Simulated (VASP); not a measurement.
# HCl (Fmmm) in VASP: a series of runs

Runs on HCl. Level: LDA. Tasks: single point.

Everything below comes from runs of VASP 6.6.1. Logs are shortened: lines on timing, memory, paths and dates and some standing lists are left out, and cuts for length are marked.

**1. The structure**

It takes space group Fmmm (No. 69, orthorhombic). The conventional cell has a = 5.030 Å, b = 5.350 Å, c = 5.710 Å, α = 90.00°, β = 90.00°, γ = 90.00°. Cl (site symmetry mmm) is surrounded by 6 H at 2.52 to 2.85 Å. Around H (site symmetry mmm) lie 6 Cl at 2.52 to 2.85 Å.

**2. Single point, LDA**

Contents of INCAR:

```
SYSTEM = HCl
PREC = Accurate ; ENCUT = 400
EDIFF = 1E-6 ; ISMEAR = 0
SIGMA = 0.05 ; LREAL = .FALSE.
LASPH = .TRUE. ; NELM = 100
ALGO = Normal ; ISIF = 2
LWAVE = .FALSE. ; LCHARG = .FALSE.
GGA = CA ; NBANDS = 11
ADDGRID = .FALSE.
```

Contents of KPOINTS:

```
regular mesh
0
G
  3 3 3
  0 0 0
```

Contents of POSCAR:

```
HCl
1.0
    0.0000000000      2.6750000000      2.8550000000
    2.5150000000      0.0000000000      2.8550000000
    2.5150000000      2.6750000000      0.0000000000
Cl H
1 1
Direct
    0.5000000000      0.5000000000      0.5000000000
    0.0000000000      0.0000000000      0.0000000000
```

Potentials or basis: VASP PAW LDA potentials, release 64 (Cl, H).

The run is started by

```
$ cat potpaw_LDA.64/Cl/POTCAR potpaw_LDA.64/H/POTCAR > POTCAR
$ mpirun -np 1 vasp_std > vasp.out
```

OUTCAR:

```text
SYSTEM = HCl
   PREC = Accurate
   ENCUT = 400
   EDIFF = 1E-6
   ISMEAR = 0
   LREAL = .FALSE.
   LASPH = .TRUE.
   NELM = 100
   ISIF = 2
   GGA = CA

 Found      8 irreducible k-points:

 Following reciprocal coordinates:
            Coordinates               Weight
  0.000000  0.000000  0.000000      1.000000
  0.333333 -0.000000 -0.000000      8.000000
  0.333333  0.333333  0.000000      2.000000
 -0.333333  0.333333  0.000000      4.000000
  0.333333  0.000000  0.333333      2.000000
 -0.333333  0.000000  0.333333      4.000000
   k-points           NKPTS =      8   k-points in BZ     NKDIM =      8   number of bands    NBANDS=     11
   number of dos      NEDOS =    301   number of ions     NIONS =      2
   total plane-waves  NPLWV =  18816
   dimension x,y,z NGX =    28 NGY =   28 NGZ =   24
   dimension x,y,z NGXF=    56 NGYF=   56 NGZF=   48
   ions per type =               1   1
   NGX,Y,Z   is equivalent  to a cutoff of  11.90, 12.23, 10.87 a.u.
   NGXF,Y,Z  is equivalent  to a cutoff of  23.80, 24.47, 21.73 a.u.
 SYSTEM =  HCl
   PREC   = accura    normal or accurate (medium, high low for compatibility)
   ISTART =      0    job   : 0-new  1-cont  2-samecut
   ICHARG =      2    charge: 1-file 2-atom 10-const
   ISPIN  =      1    spin polarized calculation?
   LNONCOLLINEAR =      F non collinear calculations
   LSORBIT =      F    spin-orbit coupling
   LASPH  =      T    aspherical Exc in radial PAW
   ENCUT  =  400.0 eV  29.40 Ry    5.42 a.u.   6.38  6.20  5.99*2*pi/ulx,y,z
   NELM   =    100;   NELMIN=  2; NELMDL= -5     # of ELM steps
   EDIFF  = 0.1E-05   stopping-criterion for ELM
   LREAL  =      F    real-space projection
   EDIFFG = 0.1E-04   stopping-criterion for IOM
   NSW    =      0    number of steps for IOM
   IBRION =     -1    ionic relax: 0-MD 1-quasi-New 2-CG
   NFREE  =      0    steps in history (QN), initial steepest desc. (CG)
   ISIF   =      2    stress and relaxation
   ISYM   =      2    0-nonsym 1-usesym 2-fastsym
   POTIM  = 0.5000    time-step for ionic-motion
   TEBEG  =    0.0;   TEEND  =   0.0 temperature during run
   PSTRESS=    0.0 pullay stress
   NELECT =       8.0000    total number of electrons
   NUPDOWN=      -1.0000    fix difference up-down
   EMIN   =  10.00;   EMAX   =-10.00  energy-range for DOS
   EFERMI =   0.00;   METHOD = LEGACY
   ISMEAR =     0;   SIGMA  =   0.05  broadening in eV -4-tet -1-fermi 0-gaus
   EFERMI_NEDOS =   21; number of points for ismear=-14 and -15
   IALGO  =     38    algorithm
   IMIX   =      4    mixing-type and parameters
     AMIX     =   0.40;   BMIX     =  1.00
     AMIX_MAG =   1.60;   BMIX_MAG =  1.00
  volume/ion in A,a.u.               =      19.21       129.62
  Fermi-wavevector in a.u.,A,eV,Ry     =   0.970373  1.833740 12.811579  0.941624
  Thomas-Fermi vector in A             =   2.100503
   LORBIT       =      0    0 simple, 1 ext, 2 COOP (PROOUT), +10 PAW based schemes
   GGA     = CA    functional components
   LHFCALC =     F    Hartree Fock is set to
   AEXX    =    0.0000 exact exchange contribution
   IVDW    =     0    specifies the selected vdW correction
   LEPSILON=     F    determine dielectric tensor
   LRPA    =     F    only Hartree local field effects (RPA)
 non-spin polarized calculation
 Gauss-broadening in eV      SIGMA  =   0.05
  energy-cutoff  :      400.00
  volume of cell :       38.41
 maximum number of plane-waves:       706
 NGX is ok and might be reduce to    28
   NGX = 13   NGY = 13   NGZ = 11

 number of electron       7.9999999 magnetization

 Free energy of the ion-electron system (eV)
  ---------------------------------------------------
  ext. energy  EPLUGINS =         0.00000000
  ---------------------------------------------------
  free energy    TOTEN  =        -3.62988347 eV

  energy without entropy =       -3.62796177  energy(sigma->0) =       -3.62892262

 E-fermi :  -1.8872     XC(G=0):  -8.2854

 val. band max:       -1.9032139417   @ k =   0.0000   0.0000   0.0000
 cond. band min:      -1.8715730325   @ k =   0.0000   0.0000   0.0000
 fundamental gap:      0.0316409092
 Fermi energy:        -1.8871970893

 k-point     1 :       0.0000    0.0000    0.0000
  band No.  band energies     occupation
      1     -15.0847      2.00000
      2      -2.0731      2.00000
      3      -1.9810      1.99202
      4      -1.9032      1.34947
      5      -1.8716      0.65855
      6       9.2898      0.00000
      7      10.1428      0.00000
      8      10.6569      0.00000
      9      11.1052      0.00000
     10      12.6484      0.00000
     11      13.6778      0.00000

 k-point     2 :       0.3333   -0.0000   -0.0000
  band No.  band energies     occupation
      1     -14.7261      2.00000
      2      -4.8194      2.00000
      3      -2.1651      2.00000
      4      -2.0491      2.00000
      5       0.4617      0.00000
      6       6.5288      0.00000
      7       9.1564      0.00000
      8      10.1989      0.00000
      9      11.3061      0.00000
     10      13.4725      0.00000
     11      13.6874      0.00000

 k-point     3 :       0.3333    0.3333    0.0000
  band No.  band energies     occupation
      1     -14.7092      2.00000
      2      -3.8699      2.00000
      3      -2.5440      2.00000
      4      -2.2761      2.00000
      5      -1.3412      0.00000
      6       7.9811      0.00000
      7       8.6015      0.00000
      8      12.3610      0.00000
      9      12.8916      0.00000
     10      12.9408      0.00000
     11      15.1135      0.00000

 k-point     4 :      -0.3333    0.3333    0.0000
  band No.  band energies     occupation
      1     -14.5253      2.00000
      2      -4.6589      2.00000
      3      -3.3653      2.00000
      4      -2.2624      2.00000
      5       0.0941      0.00000
      6       7.6883      0.00000
      7       8.6246      0.00000
      8      10.7484      0.00000
      9      12.9200      0.00000
     10      14.1319      0.00000
     11      14.4975      0.00000

 k-point     5 :       0.3333    0.0000    0.3333
  band No.  band energies     occupation
      1     -14.6187      2.00000
      2      -4.1180      2.00000
      3      -2.7774      2.00000
      4      -2.2709      2.00000
      5      -1.0513      0.00000
      6       7.8496      0.00000
      7       9.0352      0.00000
      8      11.4662      0.00000
      9      12.0613      0.00000
     10      12.7233      0.00000
     11      15.3038      0.00000

 k-point     6 :      -0.3333    0.0000    0.3333
  band No.  band energies     occupation
      1     -14.4860      2.00000
      2      -4.5006      2.00000
      3      -3.4365      2.00000
      4      -2.3943      2.00000
      5      -0.1774      0.00000
      6       7.4405      0.00000
      7       9.2295      0.00000
      8      10.7528      0.00000
      9      12.6413      0.00000
     10      13.9572      0.00000
     11      14.7096      0.00000

 [... further k-points ...]

------------------------ aborting loop because EDIFF is reached ----------------------------------------

  FORCE on cell =-STRESS in cart. coord.  units (eV):
  Direction    XX          YY          ZZ          XY          YZ          ZX
  --------------------------------------------------------------------------------------
  -------------------------------------------------------------------------------------
  Total       -3.7668871     -2.3159704     -1.5090213     -0.0000000      0.0000000      0.0000000
  in kB     -157.1069158    -96.5930096    -62.9372950     -0.0000000      0.0000000      0.0000000
  external PRESSURE =    -105.5457401 kB  Pullay stress =       0.0000000 kB

 VOLUME and BASIS-vectors are now :
 -----------------------------------------------------------------------------
  energy-cutoff  :      400.00
  volume of cell :       38.41
      direct lattice vectors                 reciprocal lattice vectors
     0.000000000  2.675000000  2.855000000    -0.198807157  0.186915888  0.175131349
     2.515000000  0.000000000  2.855000000     0.198807157 -0.186915888  0.175131349
     2.515000000  2.675000000  0.000000000     0.198807157  0.186915888 -0.175131349

 POSITION                                       TOTAL-FORCE (eV/Angst)
 -----------------------------------------------------------------------------------
      2.51500      2.67500      2.85500         0.000000     -0.000000      0.000000
      0.00000      0.00000      0.00000        -0.000000      0.000000      0.000000
 -----------------------------------------------------------------------------------
    total drift:                                0.000000      0.000000      0.000000

  FREE ENERGIE OF THE ION-ELECTRON SYSTEM (eV)
  ---------------------------------------------------
  free  energy   TOTEN  =        -3.6298834729 eV

  energy  without entropy=       -3.6279617728  energy(sigma->0) =       -3.62892262
```

It took 7.5 s on 1 thread of Intel Xeon Platinum 8559C (Emerald Rapids), shared host; peak memory 0.12 GiB.

These settings aren't checked as converged: the numbers below hold their error.

Results:

```yaml
Free_energy: -3.6299 eV
Pressure: -10.6 GPa
Band_gap_on_the_k_mesh: 0.03 eV, direct
```

Caveat: the k mesh is coarse (spacing up to 0.68 Å⁻¹), so the values aren't converged.

**3. Single point, LDA**

Changes to INCAR since step 2:

```diff
@@ -1,3 +1,3 @@
 SYSTEM = HCl
-PREC = Accurate ; ENCUT = 400
+PREC = Accurate ; ENCUT = 460
 EDIFF = 1E-6 ; ISMEAR = 0
```

KPOINTS is that of step 2.

POSCAR is that of step 2.

Potentials or basis: VASP PAW LDA potentials, release 64 (Cl, H).

The run is started by

```
$ cat potpaw_LDA.64/Cl/POTCAR potpaw_LDA.64/H/POTCAR > POTCAR
$ mpirun -np 1 vasp_std > vasp.out
```

It took 7 s on 1 thread of Intel Xeon Platinum 8559C (Emerald Rapids), shared host; peak memory 0.12 GiB.

The run converged, but some of its settings lie outside the range that counts as converged, so its numbers aren't taken as properties of the crystal.

What came out:

```
Free energy            : -3.6279 eV
Pressure               : -10.5 GPa
Band gap on the k mesh : 0.03 eV, direct
```

Caveat: the k mesh is coarse (spacing up to 0.68 Å⁻¹), so the values aren't converged.

**4. Single point, LDA**

Changes to INCAR since step 3:

```diff
@@ -1,3 +1,3 @@
 SYSTEM = HCl
-PREC = Accurate ; ENCUT = 460
+PREC = Accurate ; ENCUT = 520
 EDIFF = 1E-6 ; ISMEAR = 0
```

KPOINTS is that of step 3.

POSCAR is that of step 3.

Potentials or basis: VASP PAW LDA potentials, release 64 (Cl, H).

The run is started by

```
$ cat potpaw_LDA.64/Cl/POTCAR potpaw_LDA.64/H/POTCAR > POTCAR
$ mpirun -np 1 vasp_std > vasp.out
```

OUTCAR:

```text
SYSTEM = HCl
   PREC = Accurate
   ENCUT = 520
   EDIFF = 1E-6
   ISMEAR = 0
   LREAL = .FALSE.
   LASPH = .TRUE.
   NELM = 100
   ISIF = 2
   GGA = CA

 Found      8 irreducible k-points:

 Following reciprocal coordinates:
            Coordinates               Weight
  0.000000  0.000000  0.000000      1.000000
  0.333333 -0.000000 -0.000000      8.000000
  0.333333  0.333333  0.000000      2.000000
 -0.333333  0.333333  0.000000      4.000000
  0.333333  0.000000  0.333333      2.000000
 -0.333333  0.000000  0.333333      4.000000
   k-points           NKPTS =      8   k-points in BZ     NKDIM =      8   number of bands    NBANDS=     11
[... 164 lines left out ...]
  --------------------------------------------------------------------------------------
  -------------------------------------------------------------------------------------
  Total       -3.7494031     -2.2947353     -1.4868580      0.0000000      0.0000000      0.0000000
  in kB     -156.3777026    -95.7073519    -62.0129195      0.0000000      0.0000000      0.0000000
  external PRESSURE =    -104.6993247 kB  Pullay stress =       0.0000000 kB

 VOLUME and BASIS-vectors are now :
 -----------------------------------------------------------------------------
  energy-cutoff  :      520.00
  volume of cell :       38.41
      direct lattice vectors                 reciprocal lattice vectors
     0.000000000  2.675000000  2.855000000    -0.198807157  0.186915888  0.175131349
     2.515000000  0.000000000  2.855000000     0.198807157 -0.186915888  0.175131349
     2.515000000  2.675000000  0.000000000     0.198807157  0.186915888 -0.175131349

 POSITION                                       TOTAL-FORCE (eV/Angst)
 -----------------------------------------------------------------------------------
      2.51500      2.67500      2.85500         0.000000     -0.000000      0.000000
      0.00000      0.00000      0.00000         0.000000      0.000000      0.000000
 -----------------------------------------------------------------------------------
    total drift:                                0.000000     -0.000000      0.000000

  FREE ENERGIE OF THE ION-ELECTRON SYSTEM (eV)
  ---------------------------------------------------
  free  energy   TOTEN  =        -3.6270324580 eV

  energy  without entropy=       -3.6251165592  energy(sigma->0) =       -3.62607451
```

It used 3.3 s of CPU time on 1 thread of Intel(R) Xeon(R) Platinum 8559C (Emerald Rapids), with other jobs on the host, which was overloaded at the time.

These settings aren't checked as converged: the numbers below hold their error.

Results:

```yaml
Free_energy: -3.6270 eV
Pressure: -10.5 GPa
Band_gap_on_the_k_mesh: 0.03 eV, direct
```

Caveat: the k mesh is coarse (spacing up to 0.68 Å⁻¹), so the values aren't converged.

[end of part 1 of 2]
